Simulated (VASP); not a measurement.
Wanted: the native input for a VASP 6.6.1 run.

* Task: relaxation of cell and atoms
* Functional: PBEsol
* Potentials or basis: VASP PAW PBE potentials, release 64 (Te, Pb_d)
* Cutoff: 600 eV
* k mesh: 8 × 8 × 8
* Occupations: gaussian, width 0.03 eV
* Spin: no spin polarisation
* Further INCAR settings: ALGO = Normal; EDIFF = 1e-06; IBRION = 2; EDIFFG = -0.01; NSW = 90; ISIF = 3

The structure of TePb lies in POSCAR:

```
TePb
1.0
    0.0000000000      3.2310000000      3.2310000000
    3.2310000000      0.0000000000      3.2310000000
    3.2310000000      3.2310000000      0.0000000000
Te Pb
1 1
Direct
    0.5000000000      0.5000000000      0.5000000000
    0.0000000000      0.0000000000      0.0000000000
```

One way to write it, as run:

INCAR

```
SYSTEM = TePb
ALGO     = Normal         ! electronic algorithm
EDIFF    = 1E-6           ! SCF threshold, eV
EDIFFG   = -0.01          ! ionic threshold
ENCUT    = 600            ! plane-wave cutoff, eV
GGA      = PS             ! functional
IBRION   = 2              ! ionic algorithm
ISIF     = 3              ! what is computed and relaxed
ISMEAR   = 0              ! smearing method
KPAR     = 2            
LASPH    = .TRUE.         ! aspherical terms in the spheres
LCHARG   = .FALSE.        ! write CHGCAR
LREAL    = .FALSE.        ! projectors in reciprocal space
LWAVE    = .FALSE.        ! write WAVECAR
NELM     = 80             ! most SCF steps
NSW      = 90             ! ionic steps
PREC     = Accurate       ! precision mode
SIGMA    = 0.03           ! smearing width, eV
```

KPOINTS

```
k-points
0
G
  8 8 8
  0 0 0
```

Potentials or basis: VASP PAW PBE potentials, release 64 (Te, Pb_d).

Command:

```bash
$ cat potpaw_PBE.64/Te/POTCAR potpaw_PBE.64/Pb_d/POTCAR > POTCAR
$ mpirun -np 2 vasp_std > vasp.out
```

Results of the run:

- Relaxed volume: 33.44 Å³/atom
- Relaxed cell: a = 4.556 Å, b = 4.556 Å, c = 4.556 Å, α = 60.00°, β = 60.00°, γ = 60.00°
- Space group after relaxing (to 0.05 Å): Fm-3m (No. 225)
- Energy gained by relaxing: 0.3 meV/atom
- Ionic steps: 3
- Pressure after relaxing: 0.0 GPa
- Band gap on the k mesh: 0.65 eV, direct

Caveat: the PAW data sets were made with another functional, which shifts forces and pressure a little; spin-orbit coupling is left out, which as a rule narrows the gap of such compounds by several tenths of an eV.

Wall time 33 s on 2 MPI ranks on Intel(R) Xeon(R) Platinum 8488C (Sapphire Rapids), on a shared host, peak memory 0.24 GiB a rank.
